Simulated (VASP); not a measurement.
# GaSb (F-43m) in VASP: notebook

The runs below take GaSb through relaxation of cell and atoms, relaxation of the atoms, with PBE.

Everything below comes from runs of VASP 6.6.1. Logs are shortened: lines on timing, memory, paths and dates and some standing lists are left out, and cuts for length are marked.

### 1 The crystal as given

It takes space group F-43m (No. 216, cubic). The conventional cell has a = 6.217 Å, b = 6.217 Å, c = 6.217 Å, α = 90.00°, β = 90.00°, γ = 90.00°. Ga (site symmetry -43m) is surrounded by 4 Sb at 2.69 Å. Sb (site symmetry -43m) has 4 Ga at 2.69 Å as nearest neighbours.

### 2 Relaxation of cell and atoms, PBE

Contents of INCAR:

```
  PREC = Accurate
  ENCUT = 600
  EDIFF = 1E-7
  ISMEAR = 0
  SIGMA = 0.03
  LREAL = False
  LASPH = True
  NELM = 80
  ALGO = Normal
  ISIF = 3
  LWAVE = False
  LCHARG = False
  GGA = PE
  IBRION = 2
  NSW = 90
  EDIFFG = -0.005
```

Contents of KPOINTS:

```
Automatic mesh
0
Gamma
  10 10 10
```

Contents of POSCAR:

```
GaSb                                    
1.0
    0.0000000000      3.1084296416      3.1084296416
    3.1084296416      0.0000000000      3.1084296416
    3.1084296416      3.1084296416      0.0000000000
  Ga              Sb            
     1     1
Direct
     0.0000000000000000    0.0000000000000000    0.0000000000000000
     0.2500000000000000    0.2500000000000000    0.2500000000000000
```

Potentials or basis: VASP PAW PBE potentials, release 64 (Ga_d, Sb).

Launch:

```console
$ cat potpaw_PBE.64/Ga_d/POTCAR potpaw_PBE.64/Sb/POTCAR > POTCAR
$ mpirun -np 1 vasp_std > vasp.out
```

OUTCAR:

```text
PREC = Accurate
   ENCUT = 600
   EDIFF = 1E-7
   ISMEAR = 0
   LREAL = False
   LASPH = True
   NELM = 80
   ISIF = 3
   GGA = PE
   IBRION = 2
   NSW = 90
   EDIFFG = -0.005

 ion  position               nearest neighbor table
   1  0.000  0.000  0.000-   2 2.69   2 2.69   2 2.69   2 2.69
   2  0.250  0.250  0.250-   1 2.69   1 2.69   1 2.69   1 2.69

  LATTYP: Found a face centered cubic cell.
 ALAT       =     6.2168592832

  Lattice vectors:

 A1 = (   0.0000000000,   3.1084296416,   3.1084296416)
 A2 = (   3.1084296416,   0.0000000000,   3.1084296416)
 A3 = (   3.1084296416,   3.1084296416,   0.0000000000)

Analysis of symmetry for initial positions (statically):
=====================================================================
 Subroutine PRICEL returns:
 Original cell was already a primitive cell.

 Routine SETGRP: Setting up the symmetry group for a
 face centered cubic supercell.

 Subroutine GETGRP returns: Found 24 space group operations
 (whereof 24 operations were pure point group operations)
 out of a pool of 48 trial point group operations.

The static configuration has the point symmetry T_d .

Analysis of symmetry for dynamics (positions and initial velocities):
=====================================================================
 Subroutine PRICEL returns:
 Original cell was already a primitive cell.

 Routine SETGRP: Setting up the symmetry group for a
 face centered cubic supercell.

 Subroutine GETGRP returns: Found 24 space group operations
 (whereof 24 operations were pure point group operations)
 out of a pool of 48 trial point group operations.

The dynamic configuration has the point symmetry T_d .

 Subroutine INISYM returns: Found 24 space group operations
 (whereof 24 operations are pure point group operations),
 and found     1 'primitive' translations

----------------------------------------------------------------------------------------

                                     Primitive cell

  volume of cell :      60.0694

  direct lattice vectors                    reciprocal lattice vectors
     0.000000000  3.108429642  3.108429642    -0.160852925  0.160852925  0.160852925
     3.108429642  0.000000000  3.108429642     0.160852925 -0.160852925  0.160852925
     3.108429642  3.108429642  0.000000000     0.160852925  0.160852925 -0.160852925

  length of vectors
     4.395983357  4.395983357  4.395983357     0.278605439  0.278605439  0.278605439

  position of ions in fractional coordinates (direct lattice)
     0.000000000  0.000000000  0.000000000
     0.250000000  0.250000000  0.250000000

  ion indices of the primitive-cell ions
   primitive index   ion index
                 1           1
                 2           2

----------------------------------------------------------------------------------------

 KPOINTS: Automatic mesh

Automatic generation of k-mesh.
 Grid dimensions read from file:
 generate k-points for:   10   10   10

 Generating k-lattice:

  Cartesian coordinates                     Fractional coordinates (reciprocal lattice)
    -0.016085292  0.016085292  0.016085292     0.100000000  0.000000000  0.000000000
     0.016085292 -0.016085292  0.016085292     0.000000000  0.100000000  0.000000000
     0.016085292  0.016085292 -0.016085292     0.000000000  0.000000000  0.100000000

  Length of vectors
     0.027860544  0.027860544  0.027860544

  Shift w.r.t. Gamma in fractional coordinates (k-lattice)
     0.000000000  0.000000000  0.000000000

 Subroutine IBZKPT returns following result:
 ===========================================

 Found     47 irreducible k-points:

 Following reciprocal coordinates:
            Coordinates               Weight
  0.000000  0.000000  0.000000      1.000000
  0.100000  0.000000  0.000000      8.000000
  0.200000  0.000000  0.000000      8.000000
  0.300000  0.000000  0.000000      8.000000
  0.400000  0.000000  0.000000      8.000000
  0.500000  0.000000  0.000000      4.000000
[... 16 lines left out ...]
  0.300000  0.300000  0.000000      6.000000
  0.400000  0.300000  0.000000     24.000000
 [... further k-points ...]
   k-points           NKPTS =     47   k-points in BZ     NKDIM =     47   number of bands    NBANDS=     13
   number of dos      NEDOS =    301   number of ions     NIONS =      2
   total plane-waves  NPLWV =  46656
   dimension x,y,z NGX =    36 NGY =   36 NGZ =   36
   dimension x,y,z NGXF=    72 NGYF=   72 NGZF=   72
   ions per type =               1   1
   NGX,Y,Z   is equivalent  to a cutoff of  13.61, 13.61, 13.61 a.u.
   NGXF,Y,Z  is equivalent  to a cutoff of  27.23, 27.23, 27.23 a.u.
 SYSTEM =  unknown system
   PREC   = accura    normal or accurate (medium, high low for compatibility)
   ISTART =      0    job   : 0-new  1-cont  2-samecut
   ICHARG =      2    charge: 1-file 2-atom 10-const
   ISPIN  =      1    spin polarized calculation?
   LNONCOLLINEAR =      F non collinear calculations
   LSORBIT =      F    spin-orbit coupling
   LASPH  =      T    aspherical Exc in radial PAW
   ENCUT  =  600.0 eV  44.10 Ry    6.64 a.u.   8.78  8.78  8.78*2*pi/ulx,y,z
   NELM   =     80;   NELMIN=  2; NELMDL= -5     # of ELM steps
   EDIFF  = 0.1E-06   stopping-criterion for ELM
   LREAL  =      F    real-space projection
   EDIFFG = -.5E-02   stopping-criterion for IOM
   NSW    =     90    number of steps for IOM
   IBRION =      2    ionic relax: 0-MD 1-quasi-New 2-CG
   NFREE  =      1    steps in history (QN), initial steepest desc. (CG)
   ISIF   =      3    stress and relaxation
   ISYM   =      2    0-nonsym 1-usesym 2-fastsym
   POTIM  = 0.5000    time-step for ionic-motion
   TEBEG  =    0.0;   TEEND  =   0.0 temperature during run
   PSTRESS=    0.0 pullay stress
   NELECT =      18.0000    total number of electrons
   NUPDOWN=      -1.0000    fix difference up-down
   EMIN   =  10.00;   EMAX   =-10.00  energy-range for DOS
   EFERMI =   0.00;   METHOD = LEGACY
   ISMEAR =     0;   SIGMA  =   0.03  broadening in eV -4-tet -1-fermi 0-gaus
   EFERMI_NEDOS =   21; number of points for ismear=-14 and -15
   IALGO  =     38    algorithm
   IMIX   =      4    mixing-type and parameters
     AMIX     =   0.40;   BMIX     =  1.00
     AMIX_MAG =   1.60;   BMIX_MAG =  1.00
  volume/ion in A,a.u.               =      30.03       202.68
  Fermi-wavevector in a.u.,A,eV,Ry     =   1.095506  2.070206 16.328796  1.200133
  Thomas-Fermi vector in A             =   2.231830
   LORBIT       =      0    0 simple, 1 ext, 2 COOP (PROOUT), +10 PAW based schemes
   GGA     = PE    functional components
   LHFCALC =     F    Hartree Fock is set to
   AEXX    =    0.0000 exact exchange contribution
   IVDW    =     0    specifies the selected vdW correction
   LEPSILON=     F    determine dielectric tensor
   LRPA    =     F    only Hartree local field effects (RPA)
 conjugate gradient relaxation of ions
 non-spin polarized calculation
 Gauss-broadening in eV      SIGMA  =   0.03
  energy-cutoff  :      600.00
  volume of cell :       60.07
 maximum number of plane-waves:      2044
   NGX = 17   NGY = 17   NGZ = 17

 number of electron      17.9999991 magnetization

 Free energy of the ion-electron system (eV)
  ---------------------------------------------------
  ext. energy  EPLUGINS =         0.00000000
  ---------------------------------------------------
  free energy    TOTEN  =        -7.37144397 eV

  energy without entropy =       -7.37139769  energy(sigma->0) =       -7.37142083

 E-fermi :   4.3997     XC(G=0):  -8.8807

 val. band max:        4.3905859396   @ k =   0.0000   0.0000   0.0000
 cond. band min:       4.6982431567   @ k =   0.5000   0.0000   0.0000
 fundamental gap:      0.3076572171
 Fermi energy:         4.3997226437

 k-point     1 :       0.0000    0.0000    0.0000
  band No.  band energies     occupation
      1     -10.5558      2.00000
      2     -10.5558      2.00000
      3     -10.5558      2.00000
      4     -10.5131      2.00000
      5     -10.5131      2.00000
      6      -6.7617      2.00000
      7       4.0915      2.00000
      8       4.3906      1.33336
      9       4.3906      1.33332
     10       4.3906      1.33332
     11       7.1787      0.00000
     12       7.1788      0.00000
     13       7.1788      0.00000

 k-point     2 :       0.1000    0.0000    0.0000
  band No.  band energies     occupation
      1     -10.5580      2.00000
      2     -10.5548      2.00000
      3     -10.5548      2.00000
      4     -10.5132      2.00000
      5     -10.5132      2.00000
      6      -6.6650      2.00000
      7       2.7302      2.00000
      8       4.2329      2.00000
      9       4.2329      2.00000
     10       5.1821      0.00000
     11       7.3984      0.00000
     12       7.3984      0.00000
     13       7.5125      0.00000

 k-point     3 :       0.2000    0.0000    0.0000
  band No.  band energies     occupation
      1     -10.5637      2.00000
      2     -10.5523      2.00000
      3     -10.5523      2.00000
      4     -10.5133      2.00000
      5     -10.5133      2.00000
      6      -6.3841      2.00000
      7       1.1720      2.00000
      8       3.9042      2.00000
      9       3.9042      2.00000
     10       5.2031      0.00000
     11       7.8296      0.00000
     12       7.8296      0.00000
     13       8.6551      0.00000
[... 305 lines left out ...]
 k-point    23 :       0.3000    0.3000    0.0000
  band No.  band energies     occupation
      1     -10.5812      2.00000
      2     -10.5425      2.00000
      3     -10.5425      2.00000
      4     -10.5189      2.00000
      5     -10.5107      2.00000
      6      -5.6544      2.00000
      7      -0.3562      2.00000
      8       2.5397      2.00000
      9       2.5397      2.00000
     10       5.5001      0.00000
     11       6.7536      0.00000
     12      10.4825      0.00000
     13      10.4825      0.00000

 k-point    24 :       0.4000    0.3000    0.0000
  band No.  band energies     occupation
      1     -10.5855      2.00000
      2     -10.5403      2.00000
      3     -10.5399      2.00000
      4     -10.5198      2.00000
      5     -10.5104      2.00000
      6      -5.2595      2.00000
      7      -1.0837      2.00000
      8       2.0593      2.00000
      9       2.3514      2.00000
     10       5.6714      0.00000
     11       6.6894      0.00000
     12      10.4048      0.00000
     13      10.9097      0.00000

 [... further k-points ...]

------------------------ aborting loop because EDIFF is reached ----------------------------------------

  FORCE on cell =-STRESS in cart. coord.  units (eV):
  Direction    XX          YY          ZZ          XY          YZ          ZX
  --------------------------------------------------------------------------------------
  -------------------------------------------------------------------------------------
  Total       -0.0036455     -0.0036455     -0.0036455      0.0000000      0.0000000     -0.0000000
  in kB       -0.0972329     -0.0972329     -0.0972329      0.0000000      0.0000000     -0.0000000
  external PRESSURE =      -0.0972329 kB  Pullay stress =       0.0000000 kB

 VOLUME and BASIS-vectors are now :
 -----------------------------------------------------------------------------
  energy-cutoff  :      600.00
  volume of cell :       60.07
      direct lattice vectors                 reciprocal lattice vectors
     0.000000000  3.108429642  3.108429642    -0.160852925  0.160852925  0.160852925
     3.108429642  0.000000000  3.108429642     0.160852925 -0.160852925  0.160852925
     3.108429642  3.108429642  0.000000000     0.160852925  0.160852925 -0.160852925

 POSITION                                       TOTAL-FORCE (eV/Angst)
 -----------------------------------------------------------------------------------
      0.00000      0.00000      0.00000        -0.000000     -0.000000      0.000000
      1.55421      1.55421      1.55421         0.000000      0.000000     -0.000000
 -----------------------------------------------------------------------------------
    total drift:                                0.000001      0.000001      0.000001

  FREE ENERGIE OF THE ION-ELECTRON SYSTEM (eV)
  ---------------------------------------------------
  free  energy   TOTEN  =        -7.3714439655 eV

  energy  without entropy=       -7.3713976868  energy(sigma->0) =       -7.37142083

 reached required accuracy - stopping structural energy minimisation
```

Run time: 17 s. Hardware: 1 thread of Intel Xeon 6975P-C (Granite Rapids), shared host; peak memory 0.23 GiB.

Results:

* Free energy: -7.3714 eV
* Pressure after relaxing: 0.0 GPa
* Band gap on the k mesh: none (metal or under the smearing width)

Final structure:
```cif
data_structure
_symmetry_space_group_name_H-M 'P 1'
_symmetry_Int_Tables_number 1
_cell_length_a 4.3960
_cell_length_b 4.3960
_cell_length_c 4.3960
_cell_angle_alpha 60.000
_cell_angle_beta 60.000
_cell_angle_gamma 60.000
_cell_volume 60.07
loop_
_atom_site_label
_atom_site_type_symbol
_atom_site_fract_x
_atom_site_fract_y
_atom_site_fract_z
_atom_site_occupancy
Ga1 Ga 0.00000 0.00000 0.00000 1
Sb1 Sb 0.25000 0.25000 0.25000 1
```

Caveat: the relaxation stopped at its first step, so nothing moved; this crystal is a semiconductor, whose small gap the functional closes, so the metal is an error of the method. The run has no spin-orbit coupling, so splittings on Sb are missing.

[end of part 1 of 2]
